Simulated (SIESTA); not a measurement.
The system is WC (Qusongite).

```
CELL_PARAMETERS angstrom
2.90650 0.00000 0.00000
-1.45325 2.51710 0.00000
0.00000 0.00000 2.83660
ATOMIC_POSITIONS crystal
W 0.00000 0.00000 0.00000
C 0.66667 0.33333 0.50000
```

Base run:

| Quantity | Value |
| --- | --- |
| Program | SIESTA 5.4.2 |
| Functional | PBEsol |
| Potentials or basis | PseudoDojo 0.4 standard (PBEsol files) |
| Basis | DZP (energy shift 0.003 Ry; two zetas on semicore shells) |
| Grid cutoff | 800 Ry |
| Energy shift | 0.003 Ry |
| k mesh | 10 × 10 × 9 |
| Occupations | fermi-dirac, width 0.05 eV |
| Spin | no spin polarisation |

Its results: band gap on the k mesh none (metal or under the smearing width); pressure 2.7 GPa.

The run is repeated on the same cell with these changes: functional from PBEsol to PBE; potentials or basis from PseudoDojo 0.4 standard (PBEsol files) to PseudoDojo 0.4 standard (PBE files). What comes out?

Band gap on the k mesh none (metal or under the smearing width); pressure 11.6 GPa.

Caveats: short orbitals over semicore shells can move pressures by several GPa; the basis of atomic orbitals isn't converged, which shifts pressures, moduli and gaps; spin-orbit coupling is left out, which moves the levels of the heavy elements (some runs).
